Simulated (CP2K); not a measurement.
KCl (Sylvite) under changes of volume

One of the cells (31.151 Å³/atom); the others are scaled copies at fixed shape and fractional positions:

```xyz
2
Lattice="4.4498 0.0000 0.0000 2.2249 3.8536 0.0000 2.2249 1.2845 3.6332" Properties=species:S:1:pos:R:3 pbc="T T T"
K     0.0000    0.0000    0.0000
Cl    4.4498    2.5691    1.8166
```

```yaml
Program: CP2K 2026.2
Functional: PBE
Potentials_or_basis: POTENTIAL_UZH K GTH-PBE-q9, Cl GTH-PBE-q7; TZVP-MOLOPT-PBE-GTH basis
Density_cutoff: 6123 eV
k_mesh: 7 × 7 × 7
Occupations: fermi-dirac, width 0.05 eV
Spin: no spin polarisation
```

```csv
volume (Å³/atom),energy over the lowest point (meV/atom),pressure (GPa),gap on the mesh (eV)
29.282,20.22,2.2,5.38
29.905,12.70,1.7,5.30
30.528,?,?,?
31.151,3.25,0.8,5.16
31.774,0.93,0.4,5.09
32.397,0.00,0.1,5.03
33.020,0.30,-0.2,4.97
```

What does the run at 30.528 Å³/atom give?

Energy over the lowest point 7.11 meV/atom; pressure 1.2 GPa; gap on the mesh 5.23 eV.

Worked out: A Birch-Murnaghan fit of order 3 (a polynomial in V^(-2/3)) to the other rows has its minimum at 32.55 Å³/atom with B0 = V·E''(V) = 16.2 GPa and B' = 4.8. It gives 7.11 meV/atom at 30.528 Å³/atom, against the run's 7.11, and -dE/dV = 1.2 GPa, against 1.2. A straight line through the other rows of the gap, of slope -3.41 eV per unit of ln V (its deformation potential), gives 5.23 eV, against the run's 5.23.

Energies are extrapolated to zero smearing.

Caveats: the basis of atomic orbitals isn't converged, which shifts pressures, moduli and gaps; an odd mesh through Γ misses points on the zone boundary, where band edges often lie (some runs).
